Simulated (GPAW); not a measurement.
The system is Mg.

```
CELL_PARAMETERS angstrom
3.20930 0.00000 0.00000
-1.60465 2.77934 0.00000
0.00000 0.00000 5.21030
ATOMIC_POSITIONS crystal
Mg 0.66667 0.33333 0.75000
Mg 0.33333 0.66667 0.25000
```

```yaml
Program: GPAW 26.7.0
Task: relaxation of cell and atoms
Functional: LDA
Potentials_or_basis: the program's PAW data sets (release 1.2.1) made for this functional
Cutoff: 800 eV
Basis: pw
k_mesh: 7 × 7 × 4
Occupations: fermi-dirac, width 0.05 eV
Spin: no spin polarisation
```

At the start: pressure -2.3 GPa; volume 23.24 Å³/atom.

**Question.** Where does the relaxation end?

**Answer.** Over 18 steps the energy falls by 17.8 meV/atom and the volume is 21.81 Å³/atom (-6.1 %); space group P6_3/mmc (No. 194, to 0.05 Å).

The path:
```csv
step,energy change (eV),largest force (eV/Å),pressure (GPa),volume (Å³)
1,0.0000,0.0000,-2.32,46.47
2,-0.0044,0.0000,-2.17,46.24
3,-0.0120,0.0000,-1.87,45.79
4,-0.0208,0.0000,-1.43,45.17
5,-0.0281,0.0000,-0.84,44.42
6,-0.0321,0.0000,-0.13,43.62
7,-0.0325,0.0000,0.60,42.87
8,-0.0326,0.0000,0.59,42.88
9,-0.0327,0.0000,0.57,42.91
10,-0.0329,0.0000,0.53,42.95
11,-0.0332,0.0000,0.48,42.99
12,-0.0335,0.0000,0.43,43.05
13,-0.0338,0.0000,0.37,43.12
14,-0.0341,0.0000,0.30,43.20
15,-0.0345,0.0000,0.22,43.29
16,-0.0349,0.0000,0.13,43.39
17,-0.0353,0.0000,0.03,43.51
18,-0.0357,0.0000,-0.07,43.62
```

Final structure:
```yaml
crystal:
  lattice:
    - [3.09291, 0.00000, 0.00000]
    - [-1.54646, 2.67854, 0.00000]
    - [0.00000, 0.00000, 5.26550]
  atoms:
    - { symbol: Mg, position: [0.66667, 0.33333, 0.75000] }
    - { symbol: Mg, position: [0.33333, 0.66667, 0.25000] }
```

Caveat: later steps reuse the first step's grids.
